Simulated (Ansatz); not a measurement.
**TaN: stress in a strained cell**

Aim: deform TaN (zz strain of +1 %) and compute stress, forces and field gradients with LAPW, PAW and all-electron datasets made for the crystal.

Computed with Ansatz 0.2.0 (DFT PBEsol, scalar-relativistic, unless a step's input says otherwise).

## (1) Starting point

It takes space group Fm-3m (No. 225, cubic). The conventional cell has a = 4.358 Å, b = 4.358 Å, c = 4.358 Å, α = 90.00°, β = 90.00°, γ = 90.00°. Around Ta (site symmetry m-3m) lie 6 N at 2.18 Å. Around N (site symmetry m-3m) lie 6 Ta at 2.18 Å.

As a file:

```xyz
2
Lattice="0.0000 2.1790 2.1790 2.1790 0.0000 2.1790 2.1790 2.1790 0.0000" Properties=species:S:1:pos:R:3 pbc="T T T"
Ta    2.1790    2.1790    2.1790
N     0.0000    0.0000    0.0000
```

Atoms are numbered in the order of the input: Ta1, N2.

## (2) The deformed structure

Space group Fm-3m before, I4/mmm after.

## (3) All-electron LAPW

input.yaml reads:

```yaml
crystal:
  lattice:
    - [0.0, 2.179, 2.20079]
    - [2.179, 0.0, 2.20079]
    - [2.179, 2.179, 0.0]
  atoms:
    - { symbol: Ta, position: [0.5, 0.5, 0.5] }
    - { symbol: "N", position: [0.0, 0.0, 0.0] }
kpoints:
  mp_grid: { grid: [9, 9, 9] }
  band_path:
    path:
      - [0.0, 0.0, 0.0]
      - [0.0, 0.5, 0.5]
      - [0.25, 0.75, 0.5]
      - [0.0, 0.5, 0.0]
      - [0.0, 0.0, 0.0]
      - [0.5, 0.5, 0.0]
      - [0.3725370062, 0.6274629938, 0.0]
      - [-0.3725370062, 0.3725370062, 0.0]
      - [0.0, 0.0, 0.0]
    npoints: 5
scf:
  occupations: { method: fermi_dirac, width: 0.02 }
hamiltonian:
  xc: pbesol
  pseudopotentials: { kind: all_electron, lapw: { basis_error: 0.0005 } }
output:
  forces: true
  stress: true
  eigenvalues: true
```

Launch:

```sh
ansatz run input.yaml --threads 1 --pin off --max-ram 3072MiB --backend cpu --events-out ev --progress --plain --runs-dir out
```

What it wrote, cut to the lines that bear on the results:

```text
LAPW: plane waves up to 10.202 Å⁻¹, error target 5.0e-4 eV per atom; small_component_spin mean_spin; N in spheres of 0.923 Å, 7 of its electrons in bands, Dirac shells []; Ta in spheres of 1.256 Å, 43 of its electrons in bands, Dirac shells []
[...]
Pseudopotentials: kind: all_electron
Pseudopotential: Ta, LAPW, valence charge 43, Koelling and Harmon's equation, gaussian nucleus
Pseudopotential: N, LAPW, valence charge 7, Koelling and Harmon's equation, gaussian nucleus
Functional definition: PBEsol
[...]
Crystal: 2 atoms, lattice volume = 20.899 Å³
Basis set: ecut = 396.5846259360626 eV, 347 PW (Γ), exchange–correlation at level 2
Bands: 30, of which v1, the nominal top of the filled ones, is band 25 counted from 1 (24 counted from 0)
Symmetry: 16 space group operations
Space group: I4/mmm (ITA 139), of the structure as read, at distance tolerance 2.8e-5 Å
k-points: 75 of 729
[...]
SCF iter   1: F=—  HF=-425931.738021 eV  |F-HF|=—  |Δ(HF+E_count)|=         —  Δρ=1.25e-1  dr2=3.91e0  ethr=7.83e-3  ⟨swp⟩=2.0  Hψ=14318  notcnv=0
[...]
the basis was enlarged: its passes take 577.9 KiB over the memory plan, 1 of 1 planned eigensolver slots
[...]
SCF iter   8: F=-425930.064220 eV  HF=-425930.064220 eV  |F-HF|=2.33e-10  |Δ(HF+E_count)|=   1.22e-7  Δρ=1.95e-6  dr2=3.93e-10  ethr=1.19e-10  ⟨swp⟩=2.3  Hψ=6784  notcnv=0
[...]
NSCF: frozen V_eff on 41 k-points
SCF converged after 8 iterations
Free energy (F): -425930.064220 eV
[...]
E sigma→0 (E₀):  -425930.063580 eV
Entropy (-TS):   -0.001281 eV (-0.641 meV/atom)
Fermi energy:    27.197783 eV
[...]
--- Forces (eV/Å), atoms counted from 1 ---
  atom   1  Ta    -0.00000000     0.00000000    -0.00000000
  atom   2  N      0.00000000     0.00000000     0.00000000
[...]
--- Stress (GPa, compression-positive) ---
        3.334469       0.000000       0.000000
        0.000000       3.334469       0.000000
        0.000000       0.000000      -4.394017
  P = ⅓ Tr σ = 0.7583 GPa (7.583 kbar)
--- Band table (eV; the first three rows and the last of 75) ---
[...]
```

Run time: 26 s. Hardware: 1 thread of Arm Neoverse V1, shared host; peak memory 0.44 GiB.

Read from it: pressure 0.76 GPa; no gap.

## (4) Frozen-core PAW

input.yaml reads:

```yaml
crystal:
  lattice:
    - [0.0, 2.179, 2.20079]
    - [2.179, 0.0, 2.20079]
    - [2.179, 2.179, 0.0]
  atoms:
    - { symbol: Ta, position: [0.5, 0.5, 0.5] }
    - { symbol: "N", position: [0.0, 0.0, 0.0] }
kpoints:
  mp_grid: { grid: [9, 9, 9] }
scf:
  occupations: { method: fermi_dirac, width: 0.02 }
hamiltonian:
  xc: pbesol
  pseudopotentials: { kind: paw }
output:
  forces: true
  stress: true
  eigenvalues: true
  efg: { contact_densities: true }
```

Launch:

```sh
ansatz run input.yaml --threads 1 --pin off --max-ram 3072MiB --backend cpu --events-out ev --progress --plain --runs-dir out
```

What it wrote, cut to the lines that bear on the results:

```text
Ta: output.efg is read without spin–orbit coupling, which moves field gradients at and beside such atoms by some per cent and up to a factor of two; PAW files take it under magnetization.noncollinear and magnetization.spin_orbit
[...]
Pseudopotentials: kind: paw
Pseudopotential: Ta, paw, valence charge 13, recommended cutoff 420 eV (normal)
Pseudopotential: N, paw, valence charge 5, recommended cutoff 420 eV (normal)
[... 1 set-up line as earlier in the session ...]
[...]
Crystal: 2 atoms, lattice volume = 20.899 Å³
Basis set: ecut = 420 eV, 411 PW (Γ), exchange–correlation on 48×48×48 points (8 copies of the dense FFT grid, shifted against one another)
Bands: 13, of which v1, the nominal top of the filled ones, is band 9 counted from 1 (8 counted from 0)
[... 2 set-up lines as earlier in the session ...]
k-points: 75 of 729
[...]
--- Forces (eV/Å), atoms counted from 1 ---
  atom   1  Ta     0.00000000    -0.00000000     0.00000000
  atom   2  N     -0.00000000     0.00000000    -0.00000000
[...]
--- Stress (GPa, compression-positive) ---
        3.362972       0.000000       0.000000
        0.000000       3.362972       0.000000
        0.000000       0.000000      -4.430375
  P = ⅓ Tr σ = 0.7652 GPa (7.652 kbar)
--- PAW observables at the nuclei: V_zz in 10²¹ V/m², potentials from the cell's mean, atoms counted from 1 ---
  atom   1  Ta V_zz =    +5.033862   η = 0.0000   by run symmetry: allowed
            electrostatic potential = -14502.120242 V   contact ρ = 8144100.075299 e/Å³
  atom   2  N  V_zz =    +0.330523   η = 0.0000   by run symmetry: allowed
            electrostatic potential = -530.224470 V   contact ρ = 1403.598439 e/Å³
--- Band table (eV; the first three rows and the last of 75) ---
  k-point 0: bands = ["-47.4433", "-13.6928", "-13.6840", "-13.6840", "3.0086", "18.0613", "18.1079", "18.1079", "19.6887", "19.8090", "19.8090", "21.8873", "22.0541"]
[...]
```

It took 3.2 s on 1 thread of Arm Neoverse V1, shared host; peak memory 0.34 GiB.

This run gives: pressure 0.77 GPa; no gap; Vzz Ta1 5.03 (η = 0.00), N2 0.33 (η = 0.00) (10²¹ V/m²).

## (5) Datasets made for this crystal

Edit input.yaml of step 4 so:

```diff
@@ -14,3 +14,3 @@
   xc: pbesol
-  pseudopotentials: { kind: paw }
+  pseudopotentials: { kind: all_electron, datasets: crystal }
 output:
```

Launch:

```sh
ansatz run input.yaml --threads 1 --pin off --max-ram 3072MiB --backend cpu --events-out ev --progress --plain --runs-dir out
```

What it wrote, cut to the lines that bear on the results:

```text
[...]
band count auto-derived: 22 (N_el = 32.0; filled up to band 16; 20 by the electrons, moments and atoms)
Ta: output.efg is read without spin–orbit coupling, which moves field gradients at and beside such atoms by some per cent and up to a factor of two; PAW files take it under magnetization.noncollinear and magnetization.spin_orbit
[...]
[... 1 set-up line as earlier in the session ...]
Pseudopotential: Ta, paw, valence charge 27, recommended cutoff 480 eV (normal), Koelling and Harmon's equation, gaussian nucleus
Pseudopotential: N, paw, valence charge 5, recommended cutoff 480 eV (normal), Koelling and Harmon's equation, gaussian nucleus
[... 1 set-up line as earlier in the session ...]
[...]
Crystal: 2 atoms, lattice volume = 20.899 Å³
Basis set: ecut = 480 eV, 531 PW (Γ), exchange–correlation on 48×48×48 points (8 copies of the dense FFT grid, shifted against one another)
[...]
  atom   1  Ta     0.00000000     0.00000000     0.00000000
  atom   2  N     -0.00000000    -0.00000000     0.00000000
[...]
--- Stress (GPa, compression-positive) ---
        3.335889       0.000000       0.000000
        0.000000       3.335889       0.000000
        0.000000       0.000000      -4.392643
  P = ⅓ Tr σ = 0.7597 GPa (7.597 kbar)
--- PAW observables at the nuclei: V_zz in 10²¹ V/m², potentials from the cell's mean, atoms counted from 1 ---
  atom   1  Ta V_zz =    +4.729288   η = 0.0000   by run symmetry: allowed
            electrostatic potential = -14499.159628 V   contact ρ = 8140119.072734 e/Å³
  atom   2  N  V_zz =    +0.327950   η = 0.0000   by run symmetry: allowed
            electrostatic potential = -529.439849 V   contact ρ = 1403.852840 e/Å³
--- Band table (eV; the first three rows and the last of 75) ---
  k-point 0: bands = ["-42.0840", "-8.3341", "-8.3258", "-8.3258", "6.1380", "6.1425", "6.1425", "6.1835", "6.2189", "6.2197", "6.2197", "8.3789", "23.4455", "23.4925", "23.4925", "25.0575", "25.1781", "25.1781", "27.2521", "27.4181"]
[...]
```

It took 13 s on 1 thread of Arm Neoverse V1, shared host; peak memory 0.53 GiB.

In short: pressure 0.76 GPa; no gap; Vzz Ta1 4.73 (η = 0.00), N2 0.33 (η = 0.00) (10²¹ V/m²).

## (6) Stress and forces compared

Stress (GPa, compression positive):

```csv
method,xx,yy,zz,yz,xz,xy
LAPW,3.33,3.33,-4.39,0.00,0.00,0.00
PAW,3.36,3.36,-4.43,0.00,0.00,0.00
crystal datasets,3.34,3.34,-4.39,0.00,0.00,0.00
```

| method | pressure (GPa) | Vzz Ta1 (10²¹ V/m²) | Vzz N2 (10²¹ V/m²) | SCF cycles, all passes |
| --- | --- | --- | --- | --- |
| LAPW | 0.76 | – | – | 8 |
| PAW | 0.77 | 5.03 | 0.33 | 6 |
| crystal datasets | 0.76 | 4.73 | 0.33 | 9 |

## (7) Summary of results

```
                                 quantity                                           value
                                 pressure  LAPW 0.76, PAW 0.77, crystal datasets 0.76 GPa
largest shear or deviatoric stress (LAPW)                                        5.15 GPa
```

What this shows: The largest part of the stress beyond the pressure is 5.15 GPa in size, in the zz component; the atoms are carried along and not relaxed. No run of the undeformed cell stands beside it, so the pressure holds what the given cell had before the change. PAW: stress within 0.04 GPa of LAPW. Crystal datasets: stress within 0.01 GPa of LAPW. Spin-orbit coupling is left out, though the cell holds Ta; in elements this heavy it can shift bands and gaps by tenths of an eV.
